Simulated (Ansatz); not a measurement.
Abstraction of Br: C2H5BrMg + C4H9 → C2H5Mg + C4H9Br

Species: C2H5BrMg `C[CH2][Mg][Br]`, singlet; C4H9 (1-butyl radical) `[CH2]CCC`, doublet; C2H5Mg `C[CH2][Mg]`, doublet; C4H9Br (1-bromobutane) `CCCCBr`, singlet. A radical takes Br: the energy is the difference in strength between the Mg–Br bond broken and the C–Br bond made.

Shapes, held fixed at every level: PBE0-D4/def2-TZVP. Flexible molecules stand in one conformer, not always the lowest. Programs: Ansatz 0.2.0. The zero-point and thermal change to 298 K, harmonic and unscaled (PBE0-D4/def2-TZVP), is +8.4 kJ/mol.

```
                level                   kind  ΔH(298 K) (kJ/mol)
          HF/def2-SVP           Hartree–Fock              +168.8
    PBE-D4/def2-TZVPP                    GGA               +95.4
  B3LYP-D4/def2-TZVPP          global hybrid              +113.0
  BHLYP-D4/def2-TZVPP          global hybrid              +129.8
r2SCAN0-D4/def2-TZVPP          global hybrid              +134.0
    B2PLYP/def2-TZVPP          double hybrid              +123.0
     CCSD(T)/def2-SVP  coupled cluster or CI              +129.6
       MP2/def2-TZVPP    perturbation theory              +105.4
```

MP2/def2-TZVPP gives ΔH(298 K) = +105.4 kJ/mol; the levels span +95.4 to +168.8. The median of the levels is +126.3. No measured value is set beside it here. Open shells run unrestricted unless RO is named. Relativity is left out for Br unless named. Correlated rows may include outer-core shells of Br, Mg, which these sets cover unevenly.
